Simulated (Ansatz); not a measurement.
Input of an Ansatz 0.2.0 run:

Contents of input.yaml:

```yaml
crystal:
  lattice: { a: 3.453078, b: 3.551094, c: 4.676684, alpha: 90.0, beta: 90.0, gamma: 90.0 }
  space_group: 71
  setting: { hermann_mauguin: Immm }
  reduce_to_primitive: true
  atoms:
    - { symbol: Sn, wyckoff: "2a", position: [0.0, 0.0, 0.0] }
hamiltonian:
  xc: rpbe
  pseudopotentials: { kind: paw }
  dispersion: d4
kpoints:
  mp_grid: { grid: [11, 11, 11] }
scf:
  occupations: { method: methfessel_paxton, width: 0.15 }
  n_extra_bands: 6
output:
  forces: true
  stress: true
  eigenvalues: true
  dos: { projected: true, de: 0.05, nscf_kmesh: { grid: [17, 17, 17] } }
  write_density: true
  write_potential: true
  elf: true
  volumetric_format: npy
```

Potentials or basis: Ansatz PAW.

The run is started by

```sh
$ ansatz run input.yaml --threads 1 --pin off --max-ram 2560MiB --backend cpu --events-out ev --progress --plain --runs-dir out
```

(1) What does it give for the pressure?

(2) What does it give for the density of states at the Fermi level?

(3) Estimate the band gap on the k mesh.

Answers

(1) -3.4 GPa.

(2) 0.54 states/eV per cell.

(3) none (metal or under the smearing width).

Caveat: pairwise dispersion overbinds metals, which lowers pressure and volume; the PAW data sets come from PBE, with cores solved anew for the run's functional, which leaves a small shift of forces and pressure.
